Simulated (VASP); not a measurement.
Input of a VASP 6.6.1 run:

The input INCAR:

```
PREC = Accurate
ENCUT = 520
EDIFF = 1E-6
ISMEAR = 0
SIGMA = 0.03
LREAL = False
LASPH = True
NELM = 80
ALGO = Normal
ISIF = 2
LWAVE = False
LCHARG = False
GGA = PS
KPAR = 4
```

Contents of KPOINTS:

```
Automatic mesh
0
Gamma
  8 8 8
```

File POSCAR:

```
MgO
1.0
    0.0000000000      2.1085000000      2.1085000000
    2.1085000000      0.0000000000      2.1085000000
    2.1085000000      2.1085000000      0.0000000000
Mg O
1 1
Direct
    0.0000000000      0.0000000000      0.0000000000
    0.5000000000      0.5000000000      0.5000000000
```

Potentials or basis: VASP PAW PBE potentials, release 64 (Mg, O).

Launch:

```sh
$ cat potpaw_PBE.64/Mg/POTCAR potpaw_PBE.64/O/POTCAR > POTCAR
$ mpirun -np 4 vasp_std > vasp.out
```

**Question.** What does it give for the band gap on the k mesh?

**Answer.** 4.60 eV, direct.

**Question.** Predict the pressure.

**Answer.** -0.8 GPa.

Caveat: the PAW data sets were made with another functional, which shifts forces and pressure a little.

**Experimental background.**

From “Electronic structure of alkaline earth and post-transition metal oxides”, 2009, arxiv:0908.1581, for a bulk crystal of MgO: band gap 7.83 eV.

A measured gap of MgO is 7.83 eV (quoted in “Electronic structure of alkaline earth and post-transition metal oxides”, 2009, arxiv:0908.1581); the calculated 4.60 eV misses it by -3.23 eV. The value is that of PBEsol, without temperature or zero-point motion. Semilocal functionals fall short of measured gaps as a rule.
